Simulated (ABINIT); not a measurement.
# Si (P6/mmm) in ABINIT: settings compared

Aim: see how the results for Si move with the level of theory and the settings. Levels: AM05, r2SCAN, SCAN, TB-mBJ. Tasks: band structure.

All numbers are computed with ABINIT 10.8.3 (patched build); they aren't measurements. Logs are shortened: lines on timing, memory, paths and dates and some standing lists are left out, and cuts for length are marked. The log counts tension as positive stress, the text compression.

### 1 The structure

It takes space group P6/mmm (No. 191, hexagonal). The conventional cell has a = 2.621 Å, b = 2.621 Å, c = 2.466 Å, α = 90.00°, β = 90.00°, γ = 120.00°. Si (site symmetry 6/mmm) has 8 Si at 2.47 to 2.62 Å as nearest neighbours.

This isn't the form of Si at room conditions, which is diamond.

### 2 Band structure, AM05

run.abi

```
ndtset 2

pp_dirpath "./"
pseudos "Si.GGA_PBE-JTH.xml"

acell 4.952108218 4.9521082181 4.6607343234
rprim
     1.0000000000     0.0000000000     0.0000000000
    -0.5000000000     0.8660254038     0.0000000000
     0.0000000000     0.0000000000     1.0000000000
ntypat 1
znucl 14
natom 1
typat 1
xcart
     0.0000000000     0.0000000000     0.0000000000 Angstrom

ecut 18.0
pawecutdg 36.0
pawxcdev 0

ixc -120135

occopt 3
tsmear 0.00183747

nstep 100

iomode 3
prtwf 0
prteig 0
prtebands 0
enunit 1
prtden1 1

kptopt1 1
ngkpt1 12 12 11
nshiftk1 1
shiftk1 0.0 0.0 0.0
nband1 6
tolvrs1 1.0e-9

iscf2 -2
getden2 1
nband2 12
nbdbuf2 4
tolwfr2 1.0e-11
kptopt2 -7
ndivsm2 5
prteig2 1
prtvol2 -3
kptbounds2
     0.0000000000     0.0000000000     0.0000000000
     0.5000000000     0.0000000000     0.0000000000
     0.3333333333     0.3333333333     0.0000000000
     0.0000000000     0.0000000000     0.0000000000
     0.0000000000     0.0000000000     0.5000000000
     0.5000000000     0.0000000000     0.5000000000
     0.3333333333     0.3333333333     0.5000000000
     0.0000000000     0.0000000000     0.5000000000
```

Potentials or basis: JTH PAW PBE v2.0.

Command:

```
> abinit run.abi > log 2>&1
```

run.abo:

```text
.Version 10.8.3 of ABINIT
 DATASET    1 : space group P6/m m m (#191); Bravais hP (primitive hexag.)
================================================================================
 Values of the parameters that define the memory need for DATASET  1.
     intxc =       0    ionmov =       0      iscf =      17    lmnmax =       8
     lnmax =       4     mgfft =      20  mpssoang =       2    mqgrid =    3001
     natom =       1  nloc_mem =       2    nspden =       1   nspinor =       1
    nsppol =       1      nsym =      24    n1xccc =       1    ntypat =       1
    occopt =       3   xclevel =       2
       mpw =         375          nfft =        7200          nkpt =         114
 PAW method is used; the additional fine FFT grid is defined by:
   mgfftf=        30    nfftf =     24300
================================================================================
================================================================================

 DATASET    2 : space group P6/m m m (#191); Bravais hP (primitive hexag.)
================================================================================
 Values of the parameters that define the memory need for DATASET  2.
     intxc =       0    ionmov =       0      iscf =      -2    lmnmax =       8
     lnmax =       4     mgfft =      20  mpssoang =       2    mqgrid =    3001
     natom =       1  nloc_mem =       2    nspden =       1   nspinor =       1
    nsppol =       1      nsym =      24    n1xccc =       1    ntypat =       1
    occopt =       3   xclevel =       2
       mpw =         377          nfft =        7200          nkpt =          57
 PAW method is used; the additional fine FFT grid is defined by:
   mgfftf=        30    nfftf =     24300
================================================================================
================================================================================

--------------------------------------------------------------------------------
------------- Echo of variables that govern the present computation ------------
--------------------------------------------------------------------------------
 -outvars: echo values of preprocessed input variables --------
            acell      4.9521082180E+00  4.9521082181E+00  4.6607343234E+00 Bohr
              amu      2.80855000E+01
             ecut      1.80000000E+01 Hartree
           enunit           1
           getden1          0
           getden2          1
             iscf1         17
             iscf2         -2
              ixc     -120135
           jdtset        1    2
           kptopt1          1
           kptopt2         -7
         kptrlatt       12    0    0      0   12    0      0    0   11
          kptrlen1     5.12680776E+01
          kptrlen2     3.00000000E+01
            natom           1
            nband1          6
            nband2         12
           nbdbuf1          0
           nbdbuf2          4
           ndtset           2
           ndivsm1          0
           ndivsm2          5
            ngfft          20      20      18
          ngfftdg          30      30      27
             nkpt1        114
             nkpt2         57
            nstep         100
             nsym          24
           ntypat           1
           occopt           3
        pawecutdg      3.60000000E+01 Hartree
         pawxcdev           0
        prtebands           0
           prteig1          0
           prteig2          1
           prtvol1          0
           prtvol2         -3
            prtwf           0
            rprim      1.0000000000E+00  0.0000000000E+00  0.0000000000E+00
                      -5.0000000000E-01  8.6602540380E-01  0.0000000000E+00
                       0.0000000000E+00  0.0000000000E+00  1.0000000000E+00
           shiftk1     0.00000000E+00  0.00000000E+00  0.00000000E+00
           shiftk2     5.00000000E-01  5.00000000E-01  5.00000000E-01
          spgroup         191
           tolvrs1     1.00000000E-09
           tolvrs2     0.00000000E+00
           tolwfr1     0.00000000E+00
           tolwfr2     1.00000000E-11
           tsmear      1.83747000E-03 Hartree
[... 198 lines left out ...]
 R(1)=  4.9521082  0.0000000  0.0000000  G(1)=  0.2019342  0.1165868  0.0000000
 R(2)= -2.4760541  4.2886515  0.0000000  G(2)=  0.0000000  0.2331735  0.0000000
 R(3)=  0.0000000  0.0000000  4.6607343  G(3)=  0.0000000  0.0000000  0.2145585
 Unit cell volume ucvol=  9.8984053E+01 bohr^3
 Angles (23,13,12)=  9.00000000E+01  9.00000000E+01  1.20000000E+02 degrees

 Coarse grid specifications (used for wave-functions):

 getcut: wavevector=  0.0000  0.0000  0.0000  ngfft=  20  20  18
         ecut(hartree)=     18.000   => boxcut(ratio)=   2.02217

 Fine grid specifications (used for densities):

 getcut: wavevector=  0.0000  0.0000  0.0000  ngfft=  30  30  27
         ecut(hartree)=     36.000   => boxcut(ratio)=   2.06539
--------------------------------------------------------------------------------

================================================================================
 Non-SCF case, kpt    1 (  0.00000  0.00000  0.00000), residuals and eigenvalues=
  2.81E-12  7.91E-12  4.35E-12  1.86E-12  4.96E-12  6.58E-13  3.01E-12  6.37E-12
  7.03E-12  5.59E-11  1.42E-07  4.36E-05
 -1.9179E-01  6.1249E-01  6.2115E-01  7.0954E-01  7.0954E-01  7.8885E-01
  7.8885E-01  9.6946E-01  1.0370E+00  1.3465E+00  1.3465E+00  1.6434E+00
 Non-SCF case, kpt    2 (  0.05556  0.00000  0.00000), residuals and eigenvalues=
  7.74E-12  8.18E-12  1.74E-12  4.43E-12  1.88E-12  5.92E-12  3.28E-12  6.53E-12
  8.80E-12  8.26E-09  2.82E-08  2.21E-04
 -1.8860E-01  5.9915E-01  6.2387E-01  6.8722E-01  6.8850E-01  7.8692E-01
  8.1694E-01  1.0063E+00  1.0486E+00  1.3269E+00  1.3412E+00  1.6420E+00
 Non-SCF case, kpt    3 (  0.11111  0.00000  0.00000), residuals and eigenvalues=
[... 260 lines left out ...]
  9.19E-12  5.79E-12  4.75E-12  4.36E-12  4.21E-12  8.76E-12  9.63E-12  8.31E-12
  7.24E-12  5.94E-12  3.41E-09  5.63E-11
  3.4417E-03  7.3437E-02  7.4312E-01  7.4992E-01  8.2367E-01  9.0422E-01
  9.2023E-01  9.6530E-01  1.1332E+00  1.1368E+00  1.2377E+00  1.2438E+00
 Non-SCF case, kpt   56 (  0.03333  0.03333  0.50000), residuals and eigenvalues=
  5.17E-12  7.98E-12  9.30E-12  7.66E-12  6.40E-12  8.91E-12  7.16E-12  8.54E-12
  1.40E-10  1.06E-11  2.15E-10  2.92E-09
 -6.7796E-03  6.3837E-02  8.0710E-01  8.0865E-01  9.0181E-01  9.0670E-01
  9.2602E-01  9.4074E-01  1.0875E+00  1.1568E+00  1.1721E+00  1.2076E+00
 Non-SCF case, kpt   57 (  0.00000  0.00000  0.50000), residuals and eigenvalues=
  7.45E-12  8.93E-13  5.88E-12  3.54E-12  2.74E-12  5.48E-12  5.63E-12  7.44E-12
  9.58E-12  1.05E-10  1.34E-07  9.39E-12
 -1.0193E-02  6.0631E-02  8.4324E-01  8.4324E-01  8.9646E-01  8.9646E-01
  9.5233E-01  9.5233E-01  1.0461E+00  1.1228E+00  1.1949E+00  1.2120E+00

--- !ResultsGS
iteration_state: {dtset: 2, }
comment   : Summary of ground state results
lattice_vectors:
- [  4.9521082,   0.0000000,   0.0000000, ]
- [ -2.4760541,   4.2886515,   0.0000000, ]
- [  0.0000000,   0.0000000,   4.6607343, ]
lattice_lengths: [   4.95211,    4.95211,    4.66073, ]
lattice_angles: [ 90.000,  90.000, 120.000, ] # degrees, (23, 13, 12)
lattice_volume:   9.8984053E+01
convergence: {deltae:  0.000E+00, res2:  0.000E+00, residm:  9.949E-12, diffor:  0.000E+00, }
etotal    :  -3.95977464E+00
entropy   :   0.00000000E+00
fermie    :   3.27539913E-01
cartesian_stress_tensor: null
pressure_GPa: null
xred      :
- [  0.0000E+00,   0.0000E+00,   0.0000E+00, Si]
cartesian_forces: null
force_length_stats: {min: null, max: null, mean: null, }
...

 Integrated electronic density in atomic spheres:
 ------------------------------------------------
 Atom  Sphere_radius  Integrated_density
    1        1.90945          1.49249148

================================================================================

 ----iterations are completed or convergence reached----

 Mean square residual over all n,k,spin=   49.765E-13; max=  99.494E-13
 reduced coordinates (array xred) for    1 atoms
       0.000000000000      0.000000000000      0.000000000000

 cartesian coordinates (angstrom) at end:
    1      0.00000000000000     0.00000000000000     0.00000000000000
 length scales=  4.952108218000  4.952108218100  4.660734323400 bohr
              =  2.620542813113  2.620542813166  2.466354388343 angstroms
 Eigenvalues (   eV  ) for nkpt=  57  k points:
 kpt#   1, nband= 12, wtk=  1.00000, kpt=  0.0000  0.0000  0.0000 (reduced coord)
  -5.21881   16.66683   16.90238   19.30755   19.30755   21.46566   21.46566   26.38044
  28.21774   36.64033   36.64034   44.71919
 kpt#   2, nband= 12, wtk=  1.00000, kpt=  0.0556  0.0000  0.0000 (reduced coord)
  -5.13207   16.30382   16.97636   18.70020   18.73495   21.41326   22.22996   27.38146
  28.53521   36.10734   36.49709   44.68196
 kpt#   3, nband= 12, wtk=  1.00000, kpt=  0.1111  0.0000  0.0000 (reduced coord)
  -4.87212   15.01422   17.19804   17.70617   17.95193   21.36590   23.69401   29.03922
  29.96598   34.79967   36.11532   42.65243
 kpt#   4, nband= 12, wtk=  1.00000, kpt=  0.1667  0.0000  0.0000 (reduced coord)
  -4.43976   13.06946   16.76598   17.42757   17.56651   21.48491   25.41415   30.13631
  32.73836   33.13932   35.59972   40.57207
 kpt#   5, nband= 12, wtk=  1.00000, kpt=  0.2222  0.0000  0.0000 (reduced coord)
  -3.83633   10.95950   15.95058   16.96204   18.07975   21.85126   27.31290   31.13915
  31.36376   35.05020   35.78227   38.77483
 kpt#   6, nband= 12, wtk=  1.00000, kpt=  0.2778  0.0000  0.0000 (reduced coord)
  -3.06379    8.87667   15.27706   16.51879   18.73353   22.46511   29.35957   29.59277
[... 140 lines left out ...]
   1.19883    3.03381   16.39152   17.15876   18.35499   21.29449   26.00899   28.16456
  31.04877   32.48160   37.08072   39.67230
 kpt#  54, nband= 12, wtk=  1.00000, kpt=  0.1000  0.1000  0.5000 (reduced coord)
   0.55558    2.43176   18.28333   18.77424   20.31471   23.06306   25.46694   27.23610
  30.72495   31.68535   35.31559   36.49894
 kpt#  55, nband= 12, wtk=  1.00000, kpt=  0.0667  0.0667  0.5000 (reduced coord)
   0.09365    1.99831   20.22143   20.40625   22.41307   24.60495   25.04071   26.26714
  30.83512   30.93421   33.67950   33.84443
 kpt#  56, nband= 12, wtk=  1.00000, kpt=  0.0333  0.0333  0.5000 (reduced coord)
  -0.18448    1.73710   21.96223   22.00449   24.53954   24.67259   25.19837   25.59881
  29.59316   31.47824   31.89474   32.86038
 kpt#  57, nband= 12, wtk=  1.00000, kpt=  0.0000  0.0000  0.5000 (reduced coord)
  -0.27736    1.64986   22.94572   22.94572   24.39386   24.39386   25.91434   25.91434
  28.46642   30.55342   32.51408   32.97943

== END DATASET(S) ==============================================================
================================================================================

 -outvars: echo values of variables after computation  --------
            acell      4.9521082180E+00  4.9521082181E+00  4.6607343234E+00 Bohr
           etotal1    -3.9597746425E+00
            fcart1    -0.0000000000E+00 -0.0000000000E+00 -0.0000000000E+00
            rprim      1.0000000000E+00  0.0000000000E+00  0.0000000000E+00
                      -5.0000000000E-01  8.6602540380E-01  0.0000000000E+00
                       0.0000000000E+00  0.0000000000E+00  1.0000000000E+00
           strten1     8.3982154100E-05  8.3982153946E-05 -7.1249848646E-05
                       0.0000000000E+00  0.0000000000E+00  2.3502928371E-14
 Calculation completed.
```

Run time: 11 s. Hardware: 1 thread of Arm Neoverse V1, shared host; peak memory 0.1 GiB.

What came out:

- Free energy: -107.7510 eV
- Pressure: -0.9 GPa
- Band gap on the k mesh: none (metal or under the smearing width)
- Valence electrons inside the program's atomic spheres: Si 1.49 (radii [1.0104] Å)

Levels at the corners of the path, in eV from the Fermi level:
```csv
point,band 1,band 2,band 3,band 4,band 5
Γ,-14.13,7.75,7.99,10.39,10.39
M,-7.58,-6.85,5.16,6.67,12.90
K,-5.64,-4.61,-4.61,13.93,15.97
Γ,-14.13,7.75,7.99,10.39,10.39
A,-9.19,-7.26,14.03,14.03,15.48
L,-2.93,-2.10,-1.81,1.40,8.86
H,-0.99,-0.76,-0.76,1.15,3.76
A,-9.19,-7.26,14.03,14.03,15.48
```

Caveat: the PAW data sets were made with another functional, which shifts forces and pressure a little.

### 3 Band structure, r2SCAN

Changes to run.abi since step 2:

```diff
@@ -19,5 +19,6 @@
 pawecutdg 36.0
+
+ixc -497498
+usekden 1
 pawxcdev 0
-
-ixc -120135
 
@@ -34,2 +35,3 @@
 prtden1 1
+prtkden1 1
 
@@ -40,3 +42,3 @@
 nband1 6
-tolvrs1 1.0e-9
+tolvrs1 1.0e-7
 
@@ -44,2 +46,3 @@
 getden2 1
+getkden2 1
 nband2 12
```

Potentials or basis: JTH PAW PBE v2.0.

Command:

```
> abinit run.abi > log 2>&1
```

Run time: 42 s. Hardware: 1 thread of Arm Neoverse V1, shared host; peak memory 0.11 GiB.

It converged, with:

```yaml
Free_energy: -58.4407 eV
Pressure: 1.8 GPa
Band_gap_on_the_k_mesh: none (metal or under the smearing width)
Valence_electrons_inside_the_program's_atomic_spheres: Si 1.49 (radii [1.0104] Å)
```

Stress tensor (GPa, compression positive):
```
0.21 0.00 0.00
0.00 0.21 0.00
0.00 0.00 4.83
```

Levels at the corners of the path, in eV from the Fermi level:
```
point  band 1  band 2  band 3  band 4  band 5  band 6  band 7
    Γ  -14.89    8.08    8.44   11.08   11.08   13.30   13.30
    M   -7.97   -7.19    5.52    7.02   13.71   16.29   18.63
    K   -5.93   -4.82   -4.82   14.83   16.81   18.64   18.64
    Γ  -14.89    8.08    8.44   11.08   11.08   13.30   13.30
    A   -9.74   -7.55   15.06   15.06   16.31   16.31   17.84
    L   -3.19   -2.27   -1.82    1.81    9.46   13.38   13.47
    H   -1.16   -0.89   -0.89    1.45    4.28    4.28   24.74
    A   -9.74   -7.55   15.06   15.06   16.31   16.31   17.84
```

Caveat: totals of a meta-GGA on PAW files have another zero than those of a GGA; the PAW data sets were made with another functional, which shifts forces and pressure a little.

### 4 Band structure, SCAN

Changes to run.abi since step 3:

```diff
@@ -20,3 +20,3 @@
 
-ixc -497498
+ixc -263267
 usekden 1
```

Command:

```
> abinit run.abi > log 2>&1
```

It took 43 s on 1 thread of Arm Neoverse V1, shared host; peak memory 0.11 GiB.

The run converged. Its results:

```
Free energy                                           : -60.5718 eV
Pressure                                              : -0.5 GPa
Band gap on the k mesh                                : none (metal or under the smearing width)
Valence electrons inside the program's atomic spheres : Si 1.49 (radii [1.0104] Å)
```

Stress tensor (GPa, compression positive):
```
-0.98  0.00  0.00
 0.00 -0.98  0.00
 0.00  0.00  0.44
```

Levels at the corners of the path, in eV from the Fermi level:
| point | band 1 | band 2 | band 3 | band 4 | band 5 |
| --- | --- | --- | --- | --- | --- |
| Γ | -14.73 | 7.72 | 8.57 | 11.04 | 11.04 |
| M | -7.91 | -7.11 | 5.48 | 6.84 | 13.68 |
| K | -5.90 | -4.77 | -4.77 | 14.76 | 16.40 |
| Γ | -14.73 | 7.72 | 8.57 | 11.04 | 11.04 |
| A | -9.56 | -7.59 | 14.87 | 14.87 | 16.01 |
| L | -3.09 | -2.32 | -1.78 | 1.66 | 9.33 |
| H | -1.20 | -0.83 | -0.83 | 1.40 | 4.11 |
| A | -9.56 | -7.59 | 14.87 | 14.87 | 16.01 |

Caveat: totals of a meta-GGA on PAW files have another zero than those of a GGA; the PAW data sets were made with another functional, which shifts forces and pressure a little.

### 5 Band structure, TB-mBJ

Changes to run.abi since step 4:

```diff
@@ -3,3 +3,3 @@
 pp_dirpath "./"
-pseudos "Si.GGA_PBE-JTH.xml"
+pseudos "Si.hgh"
 
@@ -17,8 +17,6 @@
 
-ecut 18.0
-pawecutdg 36.0
+ecut 22.0
 
-ixc -263267
+ixc -208012
 usekden 1
-pawxcdev 0
 
@@ -28,2 +26,5 @@
 nstep 100
+diemix 0.3
+optforces 0
+optstress 0
 
@@ -42,3 +43,3 @@
 nband1 6
-tolvrs1 1.0e-7
+tolvrs1 1.0e-9
```

Potentials or basis: HGH LDA.

Command:

```
> abinit run.abi > log 2>&1
```

Wall time 41 s (1 thread of Arm Neoverse V1, shared host); peak memory 0.11 GiB.

The run converged. Its results:

- Band gap on the k mesh: none (metal or under the smearing width)
- Valence electrons inside the program's atomic spheres: Si 1.69 (radii [1.0584] Å)

Levels at the corners of the path, in eV from the Fermi level:
```csv
point,band 1,band 2,band 3,band 4,band 5,band 6,band 7
Γ,-14.11,7.18,8.15,10.59,10.59,12.34,12.34
M,-7.56,-6.83,5.31,6.36,13.03,15.31,17.01
K,-5.63,-4.58,-4.58,14.03,15.30,17.48,17.48
Γ,-14.11,7.18,8.15,10.59,10.59,12.34,12.34
A,-9.14,-7.29,14.25,14.25,15.09,15.09,16.65
L,-2.96,-2.24,-1.67,1.54,9.02,12.47,12.52
H,-1.18,-0.79,-0.79,1.42,3.88,3.88,22.80
A,-9.14,-7.29,14.25,14.25,15.09,15.09,16.65
```

Caveat: the constant c of TB-mBJ comes from the pseudo density here, which moves gaps by up to 0.3 eV between sets of potentials; the potentials were made for another functional, which shifts forces and pressure; HGH potentials are hard and often keep d shells in the core, so these values are rough.

### 6 Summary

```tsv
level	gap on the mesh (eV)	pressure (GPa)
AM05	none	-0.9
r2SCAN	none	1.8
SCAN	none	-0.5
```

Alike in all rows: task band structure; potentials or basis JTH PAW PBE v2.0; no spin polarisation; cell as given; k mesh 12 × 12 × 11; cutoff (eV) 490; smearing fermi-dirac 0.05 eV.

Every run on the cell as given and a fine mesh finds a metal. The pressure there spans -0.9 GPa (AM05) to 1.8 GPa (r2SCAN); a positive pressure means that this level wants a larger cell, a negative one a smaller.

Caveats: the PAW data sets were made with another functional, which shifts forces and pressure a little; totals of a meta-GGA on PAW files have another zero than those of a GGA (some runs).

Absolute energies hang on the potentials; compare differences alone.
